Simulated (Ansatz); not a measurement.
## C: single point with PBEsol

C, a slab with vacuum:

```
CELL_PARAMETERS angstrom
2.45617 0.00000 0.00000
-1.22809 2.12711 0.00000
0.00000 0.00000 23.52380
ATOMIC_POSITIONS crystal
C 0.33333 0.66667 0.31883
C 0.66667 0.33333 0.31883
C 0.33333 0.66667 0.68117
C 0.66667 0.33333 0.68117
```

```yaml
Program: Ansatz 0.2.0
Task: single point
Functional: PBEsol
Potentials_or_basis: all-electron LAPW, scalar-relativistic
Cutoff: 483 eV (chosen from the basis error)
Basis_error_allowed: 0.002 eV/atom
k_mesh: 12 × 12 × 1
Occupations: fermi-dirac, width 0.05 eV
Spin: no spin polarisation
```

```yaml
Band_gap_on_the_k_mesh: none (metal or under the smearing width)
Work_function: 4.30 eV
```

Stress tensor (GPa, compression positive):
```
0.39 0.00 0.00
0.00 0.39 0.00
0.00 0.00 0.00
```

Levels at points of the mesh, in eV from the Fermi level:
```
            k point  band 8  band 9  band 10  band 11  band 12  band 13  band 14  band 15  band 16
 (0.00, 0.00, 0.00)   -7.73   -3.01    -3.01    -3.01    -3.01     3.21     3.54     4.01     4.81
(0.00, -0.50, 0.00)  -13.32   -6.44    -6.44    -2.39    -2.39     1.66     1.66     7.45     7.45
```

Wall time 23 s on 4 threads of Intel(R) Xeon(R) Processor @ 2.50GHz (Skylake/Cascade Lake) (shared host), peak memory 0.64 GiB.
